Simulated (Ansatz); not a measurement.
**Mg: relaxed-ion elastic tensor**

Method: DFT PBE, scalar-relativistic, plane waves, PAW in Ansatz. Plane waves to 420 eV; Γ-centred k mesh 24×24×24; Fermi-Dirac smearing of 0.15 eV. No spin polarisation.

The cell, relaxed at this level:
```
CELL_PARAMETERS angstrom
0.00000 2.56367 2.56367
1.74831 0.00000 2.56367
1.74831 2.56367 0.00000
ATOMIC_POSITIONS crystal
Mg 0.50000 0.50000 0.50000
```

The cell was found from a structure generator's guess, not taken from experiment. In a metal, frequencies and elastic constants depend on the k mesh and the smearing, soft modes and shear constants most. This form isn't the element's ground state: it lies 28 meV/atom above the standard structure at this level.

Question: Give the relaxed-ion elastic constants (GPa, Voigt order xx yy zz yz xz xy, on the Cartesian axes of the cell above).

Answer:
C11 = 37.1, C12 = 35.0, C13 = 35.0, C22 = 64.5, C23 = 3.9, C33 = 64.5, C44 = -3.0, C55 = 29.6, C66 = 29.6 GPa; the others vanish.

Question: Is the crystal stable against homogeneous strain?

Answer: Too close to call: the least eigenvalue is -3.0 GPa, within what the k mesh leaves open in a metal.
